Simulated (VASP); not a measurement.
# TiO2 (P4_2/mnm) in VASP: notebook, part 2 of 2

VASP 6.6.1. Earlier steps stand in the parts before.

## (4) Dielectric tensor, PBE

The input, INCAR:

```
PREC = Accurate ; ENCUT = 520
EDIFF = 1E-8 ; ISMEAR = 0
SIGMA = 0.01 ; LREAL = False
LASPH = True ; NELM = 100
ALGO = Normal ; ISIF = 2
LWAVE = False ; LCHARG = False
GGA = PE ; LEPSILON = True
```

The input, KPOINTS:

```
regular mesh
0
Gamma
  4 4 6
```

The input, POSCAR:

```
TiO2
1.0
    4.5998373239      0.0000000000      0.0000000000
    0.0000000000      4.5998373239      0.0000000000
    0.0000000000      0.0000000000      2.9592135600
Ti O
2 4
Direct
    0.0000000000      0.0000000000      0.5000000000
    0.5000000000      0.5000000000      0.0000000000
    0.3043213200      0.3043213200      0.5000000000
    0.1956786800      0.8043213200      0.0000000000
    0.8043213200      0.1956786800      0.0000000000
    0.6956786800      0.6956786800      0.5000000000
```

Potentials or basis: VASP PAW PBE potentials, release 64 (Ti_sv, O).

Launch:

```console
$ cat potpaw_PBE.64/Ti_sv/POTCAR potpaw_PBE.64/O/POTCAR > POTCAR
$ mpirun -np 1 vasp_std > vasp.out
```

OUTCAR:

```text
PREC = Accurate
   ENCUT = 520
   EDIFF = 1E-8
   ISMEAR = 0
   LREAL = False
   LASPH = True
   NELM = 100
   ISIF = 2
   GGA = PE
   LEPSILON = True

 Found     24 irreducible k-points:

 Following reciprocal coordinates:
            Coordinates               Weight
  0.000000  0.000000  0.000000      1.000000
  0.250000  0.000000  0.000000      4.000000
  0.500000  0.000000  0.000000      2.000000
  0.250000  0.250000  0.000000      4.000000
  0.500000  0.250000  0.000000      4.000000
  0.500000  0.500000  0.000000      1.000000
   k-points           NKPTS =     24   k-points in BZ     NKDIM =     24   number of bands    NBANDS=     28
   number of dos      NEDOS =    301   number of ions     NIONS =      6
   total plane-waves  NPLWV =  31104
   dimension x,y,z NGX =    36 NGY =   36 NGZ =   24
   dimension x,y,z NGXF=    72 NGYF=   72 NGZF=   48
   ions per type =               2   4
   NGX,Y,Z   is equivalent  to a cutoff of  13.01, 13.01, 13.48 a.u.
   NGXF,Y,Z  is equivalent  to a cutoff of  26.02, 26.02, 26.97 a.u.
 SYSTEM =  unknown system
   PREC   = accura    normal or accurate (medium, high low for compatibility)
   ISTART =      0    job   : 0-new  1-cont  2-samecut
   ICHARG =      2    charge: 1-file 2-atom 10-const
   ISPIN  =      1    spin polarized calculation?
   LNONCOLLINEAR =      F non collinear calculations
   LSORBIT =      F    spin-orbit coupling
   LASPH  =      T    aspherical Exc in radial PAW
   ENCUT  =  520.0 eV  38.22 Ry    6.18 a.u.   8.55  8.55  5.50*2*pi/ulx,y,z
   NELM   =    100;   NELMIN=  2; NELMDL= -5     # of ELM steps
   EDIFF  = 0.1E-07   stopping-criterion for ELM
   LREAL  =      F    real-space projection
   EDIFFG = 0.1E-06   stopping-criterion for IOM
   NSW    =      0    number of steps for IOM
   IBRION =     -1    ionic relax: 0-MD 1-quasi-New 2-CG
   NFREE  =      0    steps in history (QN), initial steepest desc. (CG)
   ISIF   =      2    stress and relaxation
   ISYM   =      2    0-nonsym 1-usesym 2-fastsym
   POTIM  = 0.5000    time-step for ionic-motion
   TEBEG  =    0.0;   TEEND  =   0.0 temperature during run
   PSTRESS=    0.0 pullay stress
   NELECT =      48.0000    total number of electrons
   NUPDOWN=      -1.0000    fix difference up-down
[... 274 lines left out ...]
------------------------ aborting loop because EDIFF is reached ----------------------------------------

--------------------------------------- Ionic step        2  -------------------------------------------

------------------------ aborting loop because EDIFF is reached ----------------------------------------

--------------------------------------- Ionic step        3  -------------------------------------------

 Free energy of the ion-electron system (eV)
  ---------------------------------------------------
  ---------------------------------------------------
  free energy    TOTEN  =        -1.44303152 eV

  energy without entropy =       -1.44303152

------------------------ aborting loop because EDIFF is reached ----------------------------------------

 PIEZOELECTRIC TENSOR FIELD DIRECTION 3  (e Angst)
 -----------------------------------------------------------------------------
    -0.00110  0.00000  0.00000           (  0.00013  0.00000  0.00000)
     0.00000 -0.00110  0.00000           (  0.00000  0.00013  0.00000)
     0.00000  0.00000  0.00061           (  0.00000  0.00000 -0.00036)

 PIEZOELECTRIC TENSOR FIELD DIRECTION 3  (C/m^2)
 -----------------------------------------------------------------------------
    -0.00028  0.00000  0.00000
     0.00000 -0.00028  0.00000
     0.00000  0.00000  0.00016

 MACROSCOPIC STATIC DIELECTRIC TENSOR (including local field effects in DFT)
 ------------------------------------------------------
           7.504301     0.000000     0.000000
          -0.000000     7.504301     0.000000
           0.000000     0.000000     8.951288
 ------------------------------------------------------

 PIEZOELECTRIC TENSOR (including local field effects)  for field in x, y, z        (e  Angst)
          XX          YY          ZZ          XY          YZ          ZX
  --------------------------------------------------------------------------------
  x     0.00000     0.00000     0.00000     0.00000     0.00000     0.00000
  y     0.00000     0.00000     0.00000     0.00000     0.00000     0.00000
  z     0.00000     0.00000     0.00000     0.00000     0.00000     0.00000

 PIEZOELECTRIC TENSOR (including local field effects)  for field in x, y, z        (C/m^2)
          XX          YY          ZZ          XY          YZ          ZX
  --------------------------------------------------------------------------------
  x     0.00000     0.00000     0.00000     0.00000     0.00000     0.00000
  y     0.00000     0.00000     0.00000     0.00000     0.00000     0.00000
  z     0.00000     0.00000     0.00000     0.00000     0.00000     0.00000

 BORN EFFECTIVE CHARGES (including local field effects) (in |e|, cummulative output)
 ---------------------------------------------------------------------------------
 ion    1
    1     6.35653     1.04208     0.00000
    2     1.04208     6.35653     0.00000
    3     0.00000     0.00000     7.73936
 ion    2
    1     6.35653    -1.04208     0.00000
    2    -1.04208     6.35653     0.00000
    3     0.00000     0.00000     7.73936
 ion    3
    1    -3.17827    -1.82651     0.00000
    2    -1.82651    -3.17827     0.00000
    3     0.00000     0.00000    -3.86968
 ion    4
    1    -3.17827     1.82651     0.00000
    2     1.82651    -3.17827     0.00000
    3     0.00000     0.00000    -3.86968
 ion    5
    1    -3.17827     1.82651     0.00000
    2     1.82651    -3.17827     0.00000
    3     0.00000     0.00000    -3.86968
 ion    6
    1    -3.17827    -1.82651     0.00000
    2    -1.82651    -3.17827     0.00000
    3     0.00000     0.00000    -3.86968
```

Run time: 7.2 min. Hardware: 1 thread of Intel Xeon Platinum 8559C (Emerald Rapids), shared host; peak memory 0.31 GiB.

The run converged, but some of its settings lie outside the range that counts as converged, so its numbers aren't taken as properties of the crystal.

Results:

```yaml
Band_gap_on_the_k_mesh: 1.84 eV, direct
Electronic_dielectric_tensor_diagonal: 7.50, 7.50, 8.95
Born_charges_mean_of_the_diagonal: Ti +6.82; O -3.41 e
```

## (5) Dielectric tensor, PBE

The input, INCAR:

```
PREC = Accurate ; ENCUT = 400
EDIFF = 1E-6 ; ISMEAR = 0
SIGMA = 0.01 ; LREAL = False
LASPH = True ; NELM = 100
ALGO = Normal ; ISIF = 2
LWAVE = False ; LCHARG = False
GGA = PE ; LEPSILON = True
```

The input, KPOINTS:

```
regular mesh
0
Gamma
  5 5 7
```

POSCAR is that of step 4.

Potentials or basis: VASP PAW PBE potentials, release 64 (Ti_sv, O).

Launch:

```console
$ cat potpaw_PBE.64/Ti_sv/POTCAR potpaw_PBE.64/O/POTCAR > POTCAR
$ mpirun -np 1 vasp_std > vasp.out
```

OUTCAR:

```text
PREC = Accurate
   ENCUT = 400
   EDIFF = 1E-6
   ISMEAR = 0
   LREAL = False
   LASPH = True
   NELM = 100
   ISIF = 2
   GGA = PE
   LEPSILON = True

 Found     24 irreducible k-points:

 Following reciprocal coordinates:
            Coordinates               Weight
  0.000000  0.000000  0.000000      1.000000
  0.200000  0.000000  0.000000      4.000000
  0.400000  0.000000  0.000000      4.000000
  0.200000  0.200000  0.000000      4.000000
  0.400000  0.200000  0.000000      8.000000
  0.400000  0.400000  0.000000      4.000000
   k-points           NKPTS =     24   k-points in BZ     NKDIM =     24   number of bands    NBANDS=     28
   number of dos      NEDOS =    301   number of ions     NIONS =      6
   total plane-waves  NPLWV =  18000
   dimension x,y,z NGX =    30 NGY =   30 NGZ =   20
   dimension x,y,z NGXF=    60 NGYF=   60 NGZF=   40
   ions per type =               2   4
[... 338 lines left out ...]
  --------------------------------------------------------------------------------
  x     0.00000     0.00000     0.00000     0.00000     0.00000     0.00000
  y     0.00000     0.00000     0.00000     0.00000     0.00000     0.00000
  z     0.00000     0.00000     0.00000     0.00000     0.00000     0.00000

 PIEZOELECTRIC TENSOR (including local field effects)  for field in x, y, z        (C/m^2)
          XX          YY          ZZ          XY          YZ          ZX
  --------------------------------------------------------------------------------
  x     0.00000     0.00000     0.00000     0.00000     0.00000     0.00000
  y     0.00000     0.00000     0.00000     0.00000     0.00000     0.00000
  z     0.00000     0.00000     0.00000     0.00000     0.00000     0.00000

 BORN EFFECTIVE CHARGES (including local field effects) (in |e|, cummulative output)
 ---------------------------------------------------------------------------------
 ion    1
    1     6.32816     1.03020     0.00000
    2     1.03020     6.32816     0.00000
    3     0.00000     0.00000     7.70067
 ion    2
    1     6.32816    -1.03020     0.00000
    2    -1.03020     6.32816     0.00000
    3     0.00000     0.00000     7.70067
 ion    3
    1    -3.16408    -1.81552     0.00000
    2    -1.81552    -3.16408     0.00000
    3     0.00000     0.00000    -3.85034
 ion    4
    1    -3.16408     1.81552     0.00000
    2     1.81552    -3.16408     0.00000
    3     0.00000     0.00000    -3.85034
 ion    5
    1    -3.16408     1.81552     0.00000
    2     1.81552    -3.16408     0.00000
    3     0.00000     0.00000    -3.85034
 ion    6
    1    -3.16408    -1.81552     0.00000
    2    -1.81552    -3.16408     0.00000
    3     0.00000     0.00000    -3.85034
```

OSZICAR:

```text
N       E                     dE             d eps       ncg     rms          rms(c)
DAV:   1     0.618203348955E+03    0.61820E+03   -0.21903E+04  1344   0.172E+03
DAV:   2     0.210985507154E+02   -0.59710E+03   -0.57867E+03  1632   0.540E+02
[... 12 lines left out ...]
RMM:  10    -0.142515617712E+01   -0.85039E-04   -0.48154E-05  2836   0.142E-02    0.103E-03
RMM:  11    -0.142514812302E+01    0.80541E-05   -0.26166E-05  2903   0.789E-03    0.948E-04
RMM:  12    -0.142515668633E+01   -0.85633E-05   -0.28960E-05  2823   0.540E-03    0.386E-04
RMM:  13    -0.142517184339E+01   -0.15157E-04   -0.21651E-05  2696   0.387E-03    0.246E-04
RMM:  14    -0.142516923536E+01    0.26080E-05   -0.77626E-06  2369   0.314E-03    0.688E-05
RMM:  15    -0.142517056967E+01   -0.13343E-05   -0.11316E-05  2081   0.278E-03    0.527E-05
RMM:  16    -0.142517154395E+01   -0.97428E-06   -0.81527E-06  1925   0.265E-03    0.213E-05
```

stdout:

```text
POSCAR found type information on POSCAR TiO
 POSCAR found :  2 types and       6 ions
 scaLAPACK will be used
 LDA part: xc-table for (Slater+PW92), standard interpolation
 POSCAR, INCAR and KPOINTS ok, starting setup
 FFT: planning ... GRIDC
 FFT: planning ... GRID_SOFT
 FFT: planning ... GRID
 WAVECAR not read
 entering main loop
 Linear response reoptimize wavefunctions to high precision
 Linear response G [H, r] |phi>, progress :
  Direction:   1
 Linear response G [H, r] |phi>, progress :
  Direction:   2
 Linear response G [H, r] |phi>, progress :
  Direction:   3
 Linear response to external field (no local field effect), progress :
  Direction:   1
 dielectric tensor                  component  1 :     7.871    -0.503    -1.384
 Linear response to external field (no local field effect), progress :
  Direction:   2
 dielectric tensor                  component  2 :    -0.503     7.391    -0.239
 Linear response to external field (no local field effect), progress :
  Direction:   3
 dielectric tensor                  component  3 :    -1.384    -0.239     8.969
 Linear response to external field, progress :
  Direction:   1
 dielectric tensor                  component  1 :     7.431    -0.444    -0.828
 Linear response to external field, progress :
  Direction:   2
 dielectric tensor                  component  2 :    -0.445     7.431    -0.827
 Linear response to external field, progress :
  Direction:   3
 dielectric tensor                  component  3 :    -1.382    -0.240     8.858
 Born effective charges drift removed
```

Wall time 5 min (1 thread of Intel Xeon Platinum 8559C (Emerald Rapids), shared host); peak memory 0.24 GiB.

The run converged, but some of its settings lie outside the range that counts as converged, so its numbers aren't taken as properties of the crystal.

Results:

* Band gap on the k mesh: 1.85 eV, direct
* Electronic dielectric tensor (diagonal): 7.43, 7.43, 8.86
* Born charges (mean of the diagonal): Ti +6.79; O -3.39 e

Caveat: the cutoff is under 1.25 times the usual one of these potentials, so pressure, stress and relaxed cells hold a basis-set (Pulay) error; an odd mesh through Γ misses points on the zone boundary, where band edges often lie.

## (6) For comparison

An earlier run on the cell as given: functional PBEsol; potentials or basis VASP PAW PBE potentials, release 64 (Ti_sv, O); cutoff 520 eV; k mesh 6 × 6 × 9; occupations fermi-dirac, width 0.05 eV; no spin polarisation.

* Pressure: -2.1 GPa
* Largest force: 0.047 eV/Å
* Band gap on the k mesh: 1.80 eV, direct
